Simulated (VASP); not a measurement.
Input of a VASP 6.6.1 run:

INCAR

```
SYSTEM = NaCl
PREC = Accurate ; ENCUT = 600
EDIFF = 1E-6 ; ISMEAR = 0
SIGMA = 0.03 ; LREAL = .False.
LASPH = .True. ; NELM = 80
ALGO = Normal ; ISIF = 3
LWAVE = .False. ; LCHARG = .False.
GGA = PS ; IBRION = 2
NSW = 90 ; EDIFFG = -0.01
PSTRESS = 66.6
```

The input KPOINTS:

```
Automatic mesh
0
Gamma
  8 8 8
  0 0 0
```

POSCAR

```
NaCl
1.0
    0.0000000000      2.8100000000      2.8100000000
    2.8100000000      0.0000000000      2.8100000000
    2.8100000000      2.8100000000      0.0000000000
Na Cl
1 1
Direct
    0.0000000000      0.0000000000      0.0000000000
    0.5000000000      0.5000000000      0.5000000000
```

Potentials or basis: VASP PAW PBE potentials, release 64 (Na_pv, Cl).

Run with:

```sh
$ cat potpaw_PBE.64/Na_pv/POTCAR potpaw_PBE.64/Cl/POTCAR > POTCAR
$ mpirun -np 1 vasp_std > vasp.out
```

Problem. Estimate the relaxed cell.

Solution. a = 3.744 Å, b = 3.744 Å, c = 3.744 Å, α = 60.00°, β = 60.00°, γ = 60.00°.

Problem. Predict the band gap on the k mesh.

Solution. 5.73 eV, direct.

Problem. Predict the space group after relaxing (to 0.05 Å).

Solution. Fm-3m (No. 225).

Problem. Predict the relaxed volume.

Solution. 18.56 Å³/atom.

The path:
```
step  energy change (eV)  largest force (eV/Å)  pressure (GPa)  volume (Å³)
   1              0.0000                0.0000           -0.19        44.38
   2              0.0705                0.0000            4.70        38.55
   3              0.1179                0.0000            6.47        37.19
   4              0.1237                0.0000            6.75        37.05
   5              0.1212                0.0000            6.61        37.11
```

Caveat: the cell is relaxed towards a set pressure, so the enthalpy falls and the energy may rise; the volume moved by over 15 % at a fixed basis, so the end points are rough; the PAW data sets were made with another functional, which shifts forces and pressure a little.
